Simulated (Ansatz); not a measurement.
# TiC: the cost of one run

Program: Ansatz 0.2.0. Level of theory: DFT PBEsol, scalar-relativistic, plane waves, PAW. These are calculated values, not measurements.

2 further runs of the same task are left out: 2 set aside as unsound or not needed.

### Step 1. The starting structure

Symmetry: Fm-3m, No. 225, cubic system. The conventional cell has a = 4.293 Å, b = 4.293 Å, c = 4.293 Å, α = 90.00°, β = 90.00°, γ = 90.00°. Around Ti (site symmetry m-3m) lie 6 C at 2.15 Å. C (site symmetry m-3m) is surrounded by 6 Ti at 2.15 Å.

Coordinates:

```xyz
4
Lattice="0.0000 -2.1467 -2.1467 0.0000 2.1467 -2.1467 4.2934 0.0000 0.0000" Properties=species:S:1:pos:R:3 pbc="T T T"
Ti    2.1467    0.0000   -2.1467
Ti    0.0000    0.0000    0.0000
C     0.0000    0.0000   -2.1467
C     2.1467    0.0000    0.0000
```

It is built from the cell relaxed beforehand with the same method (9.89 Å³/atom).

### Step 2. The reference cell

The cell is repeated 2 times, 4 atoms in all. The reference gives a free energy of -5444.8427 eV, pressure -0.03 GPa, largest force 0.000 eV/Å and gap on the mesh none (metal). It was computed beforehand with the settings of the runs below.

### Step 3. The disturbance

All atoms moved at random, sigma 0.25 Å a component, cell strained at random, sigma 0.01. Displacements in the unstrained cell, with the mean shift removed:

```
atom  ux (Å)  uy (Å)  uz (Å)
 Ti1   0.240   0.192   0.273
 Ti2  -0.423  -0.114   0.125
  C3  -0.055  -0.324  -0.420
  C4   0.238   0.247   0.023
```

Strain (xx, yy, zz, yz, xz, xy; engineering shear): (0.0106, 0.0034, -0.0042, -0.0244, 0.0053, -0.0132).

### Step 4. The disturbed cell, one point

Contents of input.yaml:

```yaml
crystal:
  lattice:
    - [0.0084555233, -2.1277801554, -2.1115507916]
    - [-0.0198803906, 2.1801303725, -2.1639010087]
    - [4.3389454297, -0.0283359139, 0.0114248673]
  atoms:
    - { symbol: Ti, position: [0.3918318035, 0.4811808223, 0.5558691528] }
    - { symbol: Ti, position: [-0.0023850254, -0.0557095852, -0.0984313661] }
    - { symbol: C, position: [0.673380429, 0.5224629026, -0.0128676496] }
    - { symbol: C, position: [-0.0628272071, 0.0520658603, 0.5554298629] }
basis:
  ecutwfc: 420
kpoints:
  mp_grid: { grid: [12, 12, 8] }
hamiltonian:
  xc: pbesol
scf:
  occupations: { method: gaussian, width: 0.15 }
output:
  forces: true
  stress: true
  eigenvalues: true
```

On the command line:

```sh
> ansatz run input.yaml --threads 2 --pin off --max-ram 5120MiB --backend cpu --events-out ev --progress --plain --runs-dir out
```

Q: Estimate wall time and peak memory on 2 threads of AMD EPYC 9R45 (Zen 5), shared host.

About 5.8 s, with a peak of 0.78 GiB.
